## Why do HSE06 and PBE0 give such different gaps for ZnSe if both use 25% exact exchange?

I have band gaps for one ZnSe crystal, with the same atoms in the same places, from five functionals:

GPAW 26.7.0, plane-wave PAW calculations (data sets gpaw-data 1.2.1) for the two-atom cell of ZnSe (F-43m) at fixed geometry, without spin polarisation or spin-orbit coupling. All runs use a 4 × 4 × 4 k mesh and Fermi-Dirac occupations with a width of 0.05 eV; the gaps are taken between levels at the mesh points only.

```
functional  wave cutoff  gap on mesh (eV)  direct gap on mesh (eV)
       PBE       600 eV             1.286                    1.286
        HF       450 eV             9.025                    9.025
     HSE03       450 eV             2.354                    2.354
     HSE06       500 eV             2.307                    2.307
      PBE0       500 eV             3.086                    3.086
```

I can accept that PBE comes out low and Hartree-Fock (HF) high. But HSE06 and PBE0 contain the same quarter of exact exchange, and their gaps are 0.78 eV apart. HSE03 and HSE06, on the other hand, almost coincide. What sets this order?

### Answer

Two things set it: how much exact exchange a functional contains, and how far that exchange reaches. PBE has none. HSE03 and HSE06 have a quarter of it, but only between electrons that are close together. PBE0 has the same quarter at every distance, and HF has all of it.

**Why exact exchange opens a gap**

The hydrogen atom shows the principle. Its single electron doesn't repel itself, and exact exchange removes that false self-repulsion completely from the filled orbital. An empty orbital gets no such relief: an electron placed there would feel the repulsion of the one already present. Filled and empty levels therefore move apart.

In a crystal each state is spread over very many atoms, so the self-repulsion of any single state is negligible. The relief now comes from exchange with the whole set of filled states, and that is where the analogy with one atom ends. The outcome is similar, because a filled state belongs to this set and gains much, while an empty state gains little. PBE can't make the distinction, since its potential at a given point is the same for every state.

**The amount of exact exchange**

If each added share of exact exchange opened the gap equally, the gap would run along a straight line from PBE to HF. A quarter of the way along, such a line gives $1.29 + 0.25\,(9.02-1.29) = 3.22$ eV. PBE0, which was not used to draw the line, has 3.09 eV, so the line is about 4% too high. HF also leaves out correlation, and the orbitals readjust from one functional to the next; these data don't show which of the two bends the line.

HF lies so far above the rest because it has four times the exact exchange of PBE0. That is too much for a real crystal, where the other electrons shift to screen an added electron or a missing one, which makes both cheaper to create. HF exchange acts at full strength, without this screening. Taking only a quarter of it imitates the screening crudely, with a fraction that is not calculated for ZnSe.

**The reach of exact exchange**

The line can't tell HSE06 from PBE0, because their fractions are equal. HSE06 splits the repulsion between electrons into a short-range and a long-range part, and uses exact exchange only in the first. The long-range part is $\mathrm{erf}(\omega r)/r$, where $r$ is the distance between two electrons and $\omega = 0.11$ per bohr sets the border. The border lies near $1/\omega$, almost 5 Å, or about twice the Zn–Se distance.

Well inside that distance the long-range part is nearly flat. In an insulator, exchange links points that are mostly close together, so the long-range part can be replaced by its value at $r=0$,

$$c=\frac{2\omega}{\sqrt{\pi}}\ \text{hartree}.$$

With a constant interaction, exact exchange becomes very simple. It lowers every filled state by $c$ and leaves every empty state where it was.

The PBE-type exchange that it replaces must be counted too. It describes each electron as surrounded by a hole of exactly one missing electron. With a constant interaction this gives an energy of $-c/2$ per electron, and hence a potential of $-c/2$ for all states, filled or empty. Going from HSE06 to PBE0 exchanges a quarter of this for a quarter of the exact form:

$$\text{filled: } \tfrac14\left(-c+\tfrac c2\right)=-\tfrac c8,\qquad \text{empty: } \tfrac14\left(0+\tfrac c2\right)=+\tfrac c8 .$$

The gap should therefore grow by $c/4$. For $\omega=0.11$, $c$ is 0.124 hartree or 3.38 eV, so the estimate is 0.84 eV, with no adjustable number. The calculated step is 0.78 eV, about 8% less. An estimate on the high side is plausible, because the long-range interaction does weaken with distance and the constant ignores this.

**What the individual levels do**

A correct gap could still hide a wrong picture, so it helps to look at the levels themselves. Both band edges lie at the centre of the Brillouin zone in all five calculations. From HSE06 to PBE0 the top of the valence band there falls by 0.39 eV and the bottom of the conduction band rises by 0.39 eV. The estimate gives 0.42 eV for each, in the right directions.

Deeper levels follow the same rule. The lowest valence level and the upper Zn 3d level, which differ greatly in character, both fall by 0.43 eV. This near-rigid motion of filled states is what a constant interaction predicts. Comparing levels between calculations assumes that their energy zeros nearly agree; the gap doesn't need that assumption.

**Why HSE03 lands beside HSE06**

HSE03 uses two different borders, one for exact exchange and one for the PBE-type exchange. The second moves filled and empty states together, so in the simple picture it drops out of the gap. Only the border for exact exchange remains, and there $\omega$ is about 0.106 per bohr, almost the HSE06 value. The two gaps should therefore nearly agree, as they do.

The different second border, about 0.189 per bohr, does show in the band edges. From HSE03 to PBE0 the valence edge falls by only 0.12 eV, while the conduction edge rises by 0.61 eV. The same reasoning gives 0.09 and 0.73 eV, so it captures the lopsided motion but overstates the larger shift. The slightly smaller $\omega$ also lets exact exchange reach a little further in HSE03, so its gap should be the larger one, by about 0.03 eV. It is larger by 0.05 eV, but the plane-wave cutoffs differ too, so this is only weak support.

**The step from PBE to HSE06**

Short-range exact exchange alone raises the gap by 1.02 eV, a little more than half of the way from PBE to PBE0. Here the flat-interaction estimate is no help, because at short range the repulsion varies steeply and the shape of each orbital matters. The compact Zn 3d states respond strongly: the upper 3d level lies 6.2 eV below the valence edge in PBE and 7.9 eV below it in HSE06.

That should help to open the gap a little. Zn 3d states mix with the Se 4p states at the top of the valence band and push them upwards, and they push less when they lie deeper. The levels suggest that this is a small part of the 1.02 eV. At the zone centre only three of the five 3d states can mix with Se 4p, and they lie 0.36 eV below the other two in PBE and 0.32 eV below them in HSE06. If mixing causes most of that splitting, the push on the valence edge has weakened by only some hundredths of an eV. From HSE06 to PBE0 the 3d depth hardly changes, which fits a second step that moves the filled states together.

**Using this for a neighbouring case**

Ask first how much exact exchange a functional has, then where it stops. More of it means a wider gap, and at a fixed fraction a longer reach does too. For a fraction $a$, cutting off the long-range part should cost about $a\,c$ of gap. No property of ZnSe enters this formula, but it relies on an insulator in which exchange links only points well within $1/\omega$, and it has been compared here with one crystal.

The order of the gaps is not an order of accuracy. Judging accuracy takes a measured gap, which the table doesn't hold. It also takes spin-orbit coupling, which is missing here and would lower all the calculated gaps somewhat. The k mesh is coarse as well, and long-range exchange is usually the slowest part to converge with it. The PBE0 and HF gaps, and with them the 0.78 eV step and its agreement with the estimate, therefore carry an error that only a finer mesh would reveal.
